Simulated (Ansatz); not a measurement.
# As (R-3m) in Ansatz: further runs

The runs below take As through single point, equation of state, with PBE.

Program: Ansatz 0.2.0. These are calculated values, not measurements. Logs are shortened: lines on timing, memory, paths and dates and some standing lists are left out, and cuts for length are marked.

### Step 1. The crystal as given

It takes space group R-3m (No. 166, trigonal). The conventional cell has a = 3.762 Å, b = 3.762 Å, c = 10.542 Å, α = 90.00°, β = 90.00°, γ = 120.00°. As (site symmetry 3m) has 3 As at 2.51 Å as nearest neighbours.

### Step 2. Single point, PBE, 20.24 Å³/atom (volume scaled by 0.94)

input.yaml reads:

```yaml
crystal:
  lattice:
    - [1.8424025153, 1.0637115881, 3.442326315]
    - [-1.8424025153, 1.0637115881, 3.442326315]
    - [0.0, -2.1274231763, 3.442326315]
  atoms:
    - { symbol: As, position: [0.226, 0.226, 0.226] }
    - { symbol: As, position: [0.774, 0.774, 0.774] }
hamiltonian:
  xc: pbe
  pseudopotentials: { kind: paw }
kpoints:
  mp_grid: { grid: [9, 9, 9] }
scf:
  occupations: { method: fermi_dirac, width: 0.05 }
output:
  forces: true
  stress: true
  eigenvalues: true
```

Potentials or basis: Ansatz PAW.

Command:

```bash
$ ansatz run input.yaml --threads 2 --pin off --max-ram 5632MiB --backend cpu --events-out ev --progress --plain --runs-dir out
```

The program printed:

```text
Warning: RAYON_NUM_THREADS=2 ignored (pool sized by the plan → 2); use --threads N
Engine: ansatz 0.2.0, x86_64-unknown-linux-gnu
Pseudopotentials: kind: paw
Pseudopotential: As, paw, valence charge 15, recommended cutoff 420 eV (normal), As.paw.azcp
Functional definition: PBE
  parameter kappa = 0.804
  parameter beta = 0.06672455060314922
  exchange = pbe_x(kappa = kappa, mu = beta*pi^2/3)
  correlation = pbe_c(beta = beta)
Crystal: 2 atoms, lattice volume = 40.477 Å³
Basis set: ecut = 420 eV, 773 PW (Γ), exchange–correlation on 60×60×60 points (8 copies of the dense FFT grid, shifted against one another)
Bands: 19, of which v1, the nominal top of the filled ones, is band 15 counted from 1 (14 counted from 0)
Symmetry: 12 space group operations
Space group: R-3m (ITA 166), of the structure as read, at distance tolerance 3.4e-5 Å
k-points: 85 of 729
Non-local potential: As, projectors of the file, l = 0: 2, l = 1: 2, l = 2: 3, l = 3: 1
PAW form: soft (Blöchl's): semilocal exchange-correlation on the pseudo side does not see the compensation charge
PAW one-centre angular grid: As, 590 points (default); XC on 64 Gauss nodes
Initial density: superposition of atomic densities (neutral atoms: chi_scale 0, normalization atom), corrected by the library's trained network
Initial wavefunctions: pseudopotential atomic-orbital guess
Functional: x = pbe(κ = 0.804, μ = 0.2195149727645171), c = pbe(β = 0.06672455060314922)
SCF iter   1: F=—  HF=-9712.152465 eV  |F-HF|=—  |Δ(HF+E_count)|=         —  Δρ=1.52e-3  dr2=6.85e-4  ethr=1.77e-3  ⟨swp⟩=5.8  Hψ=7687  notcnv=0
preconditioner: auto → Kerker (q_TF=auto, 2.595 Å⁻¹)  [metal: Δε(μ)=0.053 eV  Ē_g=10.628 eV  σ=0.050 eV  W_gap=0.26  n_scr=14 (ndim 8)  ℏωp=18.5 eV  f_vac=0.005  D(μ)=0.18/eV (n_scr^D=0)]
SCF iter   2: F=—  HF=-9712.152346 eV  |F-HF|=—  |Δ(HF+E_count)|=   1.19e-4  Δρ=9.30e-4  dr2=2.48e-4  ethr=2.28e-6  ⟨swp⟩=2.1  Hψ=3423  notcnv=0
SCF iter   3: F=—  HF=-9712.152467 eV  |F-HF|=—  |Δ(HF+E_count)|=   1.21e-4  Δρ=3.11e-4  dr2=4.40e-5  ethr=8.26e-7  ⟨swp⟩=2.0  Hψ=2891  notcnv=0
SCF iter   4: F=—  HF=-9712.152465 eV  |F-HF|=—  |Δ(HF+E_count)|=   1.56e-6  Δρ=1.23e-4  dr2=7.86e-6  ethr=1.47e-7  ⟨swp⟩=2.0  Hψ=2891  notcnv=0
SCF iter   5: F=—  HF=-9712.152465 eV  |F-HF|=—  |Δ(HF+E_count)|=   3.89e-7  Δρ=4.16e-5  dr2=9.67e-7  ethr=2.62e-8  ⟨swp⟩=2.0  Hψ=2891  notcnv=0
SCF iter   6: F=—  HF=-9712.152464 eV  |F-HF|=—  |Δ(HF+E_count)|=   5.64e-7  Δρ=1.71e-5  dr2=1.55e-7  ethr=3.22e-9  ⟨swp⟩=2.0  Hψ=2891  notcnv=0
SCF iter   7: F=-9712.152464 eV  HF=-9712.152464 eV  |F-HF|=1.12e-8  |Δ(HF+E_count)|=   4.64e-8  Δρ=4.50e-6  dr2=9.69e-9  ethr=3.33e-10  ⟨swp⟩=4.8  Hψ=6616  notcnv=0
SCF 1 converged in 7 iterations: F = -9712.152464 eV  dr2 = 9.69e-9
SCF converged after 7 iterations
Free energy (F): -9712.152464 eV
Harris-Foulkes:  -9712.152464 eV  (|F-HF|=1.12e-8)
Internal energy: -9712.151083 eV  (E = F + TS)
E sigma→0 (E₀):  -9712.151774 eV
Entropy (-TS):   -0.001382 eV (-0.691 meV/atom)
Fermi energy:    11.906318 eV
--- Per-component energies (eV) ---
  E_band       = -440.174282
  E_kinetic    = 207.537028
  E_local      = -3238.093673  (includes V_loc(G=0)·N_el)
  E_nonlocal   = -1341.266582
  E_hartree    = 1812.868290
  E_xc         = -159.737173
  E_vxc        = -160.142461  (∫ρ·V_xc dr)
  E_paw        = -3669.190294  (= ΣΔE_a)
  E_vpaw       = 466.051433  (= ΣTr[D̂ρ^β])
  E_aug_tail   = 0.000013  (compensation charges beyond the density's cutoff)
  E_ewald      = -3324.268693
  E_smearing   = -0.001382  (= −TS)
  E_closure    = 0.000000  (closes the sum)
  Σ components = -9712.152464   (vs F -9712.152464, Δ=0.00e0)
--- Forces (eV/Å), atoms counted from 1 ---
  atom   1  As     0.00000000    -0.00000000     0.88653396
  atom   2  As     0.00000000     0.00000000    -0.88653396
  max |Σ_I F_I| component: 4.63e-18 eV/Å
--- Stress (GPa, compression-positive) ---
       10.441995      -0.000000       0.000000
        0.000000      10.441995       0.000000
        0.000000       0.000000       7.758767
  P = ⅓ Tr σ = 9.5476 GPa (95.476 kbar)
--- Band table (eV; the first three rows and the last of 85) ---
  k-point 0: bands = ["-24.6299", "-24.6299", "-24.5741", "-24.5741", "-24.5361", "-24.4873", "-24.4873", "-24.4755", "-24.4343", "-24.4343", "-3.8529", "6.3067", "9.1058", "9.6257", "9.6257", "13.4131", "14.7998", "14.7998", "18.6966"]
  k-point 1: bands = ["-24.6283", "-24.6255", "-24.5725", "-24.5707", "-24.5349", "-24.4896", "-24.4879", "-24.4784", "-24.4379", "-24.4363", "-3.6768", "5.6212", "9.1116", "9.4866", "9.6415", "13.7447", "14.5246", "14.6865", "17.6842"]
  k-point 2: bands = ["-24.6239", "-24.6132", "-24.5684", "-24.5614", "-24.5312", "-24.4960", "-24.4917", "-24.4851", "-24.4474", "-24.4418", "-3.1533", "4.0762", "8.8460", "9.1826", "10.1338", "13.2684", "14.0454", "14.1967", "17.6980"]
  k-point 84: bands = ["-24.6156", "-24.6128", "-24.5673", "-24.5656", "-24.5303", "-24.4919", "-24.4902", "-24.4817", "-24.4532", "-24.4512", "-2.3327", "1.6177", "8.1746", "9.4437", "11.4247", "13.0382", "13.1106", "15.1346", "19.5194"]
```

It took 1.1 s on 2 threads of Intel Xeon 6975P-C (Granite Rapids), shared host; peak memory 0.4 GiB.

Results:

```yaml
Free_energy: -9712.1525 eV
Pressure: 9.5 GPa
Largest_force: 0.887 eV/Å
Band_gap_on_the_k_mesh: none (metal or under the smearing width)
```

### Step 3. Single point, PBE, 20.67 Å³/atom (volume scaled by 0.96)

Edit input.yaml of step 2 so:

```diff
@@ -2,5 +2,5 @@
   lattice:
-    - [1.8424025153, 1.0637115881, 3.442326315]
-    - [-1.8424025153, 1.0637115881, 3.442326315]
-    - [0.0, -2.1274231763, 3.442326315]
+    - [1.8553776084, 1.0712027616, 3.4665688483]
+    - [-1.8553776084, 1.0712027616, 3.4665688483]
+    - [0.0, -2.1424055233, 3.4665688483]
   atoms:
```

Potentials or basis: Ansatz PAW.

Command:

```bash
$ ansatz run input.yaml --threads 2 --pin off --max-ram 5632MiB --backend cpu --events-out ev --progress --plain --runs-dir out
```

Run time: 0.93 s. Hardware: 2 threads of Intel Xeon 6975P-C (Granite Rapids), shared host; peak memory 0.41 GiB.

Results (log left out):

```
Free energy            : -9712.1979 eV
Pressure               : 7.4 GPa
Largest force          : 0.723 eV/Å
Band gap on the k mesh : none (metal or under the smearing width)
```

### Step 4. Single point, PBE, 21.10 Å³/atom (volume scaled by 0.98)

Edit input.yaml of step 3 so:

```diff
@@ -2,5 +2,5 @@
   lattice:
-    - [1.8553776084, 1.0712027616, 3.4665688483]
-    - [-1.8553776084, 1.0712027616, 3.4665688483]
-    - [0.0, -2.1424055233, 3.4665688483]
+    - [1.8681737204, 1.0785906003, 3.4904769752]
+    - [-1.8681737204, 1.0785906003, 3.4904769752]
+    - [0.0, -2.1571812007, 3.4904769752]
   atoms:
```

Command:

```bash
$ ansatz run input.yaml --threads 2 --pin off --max-ram 5632MiB --backend cpu --events-out ev --progress --plain --runs-dir out
```

Run time: 1.1 s. Hardware: 2 threads of Intel Xeon 6975P-C (Granite Rapids), shared host; peak memory 0.38 GiB.

It converged, with:

```
Free energy            : -9712.2324 eV
Pressure               : 5.5 GPa
Largest force          : 0.571 eV/Å
Band gap on the k mesh : none (metal or under the smearing width)
```

### Step 5. Single point, PBE, 21.53 Å³/atom

Edit input.yaml of step 4 so:

```diff
@@ -2,5 +2,5 @@
   lattice:
-    - [1.8681737204, 1.0785906003, 3.4904769752]
-    - [-1.8681737204, 1.0785906003, 3.4904769752]
-    - [0.0, -2.1571812007, 3.4904769752]
+    - [1.8807968987, 1.0858785957, 3.5140619945]
+    - [-1.8807968987, 1.0858785957, 3.5140619945]
+    - [0.0, -2.1717571915, 3.5140619945]
   atoms:
```

Command:

```bash
$ ansatz run input.yaml --threads 2 --pin off --max-ram 5632MiB --backend cpu --events-out ev --progress --plain --runs-dir out
```

Run time: 1 s. Hardware: 2 threads of Intel Xeon 6975P-C (Granite Rapids), shared host; peak memory 0.4 GiB.

The run converged. Its results:

* Free energy: -9712.2570 eV
* Pressure: 3.7 GPa
* Largest force: 0.429 eV/Å
* Band gap on the k mesh: none (metal or under the smearing width)

### Step 6. Single point, PBE, 21.96 Å³/atom (volume scaled by 1.02)

Edit input.yaml of step 5 so:

```diff
@@ -2,5 +2,5 @@
   lattice:
-    - [1.8807968987, 1.0858785957, 3.5140619945]
-    - [-1.8807968987, 1.0858785957, 3.5140619945]
-    - [0.0, -2.1717571915, 3.5140619945]
+    - [1.8932528703, 1.0930700543, 3.5373346065]
+    - [-1.8932528703, 1.0930700543, 3.5373346065]
+    - [0.0, -2.1861401086, 3.5373346065]
   atoms:
```

Potentials or basis: Ansatz PAW.

Command:

```bash
$ ansatz run input.yaml --threads 2 --pin off --max-ram 5632MiB --backend cpu --events-out ev --progress --plain --runs-dir out
```

It took 1.1 s on 2 threads of Intel Xeon 6975P-C (Granite Rapids), shared host; peak memory 0.4 GiB.

The run converged. Its results:

* Free energy: -9712.2726 eV
* Pressure: 2.1 GPa
* Largest force: 0.295 eV/Å
* Band gap on the k mesh: none (metal or under the smearing width)

### Step 7. Single point, PBE, 22.39 Å³/atom (volume scaled by 1.04)

Edit input.yaml of step 6 so:

```diff
@@ -2,5 +2,5 @@
   lattice:
-    - [1.8932528703, 1.0930700543, 3.5373346065]
-    - [-1.8932528703, 1.0930700543, 3.5373346065]
-    - [0.0, -2.1861401086, 3.5373346065]
+    - [1.9055470646, 1.1001681106, 3.5603049553]
+    - [-1.9055470646, 1.1001681106, 3.5603049553]
+    - [0.0, -2.2003362214, 3.5603049553]
   atoms:
@@ -19 +19,5 @@
   eigenvalues: true
+  write_density: true
+  write_potential: true
+  elf: true
+  volumetric_format: npy
```

Command:

```bash
$ ansatz run input.yaml --threads 2 --pin off --max-ram 5632MiB --backend cpu --events-out ev --progress --plain --runs-dir out
```

Wall time 1.4 s (2 threads of Intel Xeon 6975P-C (Granite Rapids), shared host); peak memory 0.41 GiB.

The run converged. Its results:

```yaml
Free_energy: -9712.2801 eV
Pressure: 0.7 GPa
Largest_force: 0.169 eV/Å
Band_gap_on_the_k_mesh: none (metal or under the smearing width)
```

### Step 8. Single point, PBE, 22.82 Å³/atom (volume scaled by 1.06)

Edit input.yaml of step 7 so:

```diff
@@ -2,5 +2,5 @@
   lattice:
-    - [1.9055470646, 1.1001681106, 3.5603049553]
-    - [-1.9055470646, 1.1001681106, 3.5603049553]
-    - [0.0, -2.2003362214, 3.5603049553]
+    - [1.9176846343, 1.1071757398, 3.5829826684]
+    - [-1.9176846343, 1.1071757398, 3.5829826684]
+    - [0.0, -2.2143514796, 3.5829826684]
   atoms:
```

Command:

```bash
$ ansatz run input.yaml --threads 2 --pin off --max-ram 5632MiB --backend cpu --events-out ev --progress --plain --runs-dir out
```

Wall time 1.5 s (2 threads of Intel Xeon 6975P-C (Granite Rapids), shared host); peak memory 0.41 GiB.

Results (log left out):

```
Free energy            : -9712.2802 eV
Pressure               : -0.6 GPa
Largest force          : 0.051 eV/Å
Band gap on the k mesh : none (metal or under the smearing width)
```

### Step 9. Equation of state, PBE

Potentials or basis: Ansatz PAW.

No new run: the results of the series are fitted here.

What came out:

| Property | Result |
| --- | --- |
| Equilibrium volume | 22.61 Å³/atom |
| Bulk modulus at fixed shape and positions | 68 GPa |
| Pressure derivative of the bulk modulus | 4.2 |

Energy against volume, from the lowest point:
```
volume (Å³/atom)  energy (meV/atom)
          20.239              63.87
          20.669              41.14
          21.100              23.88
          21.530              11.59
          21.961               3.79
          22.392               0.06
          22.822               0.00
```

Caveat: the cell was scaled at fixed shape and fractional positions, which overstates the stiffness of a crystal with free parameters, most of all of layers and chains.
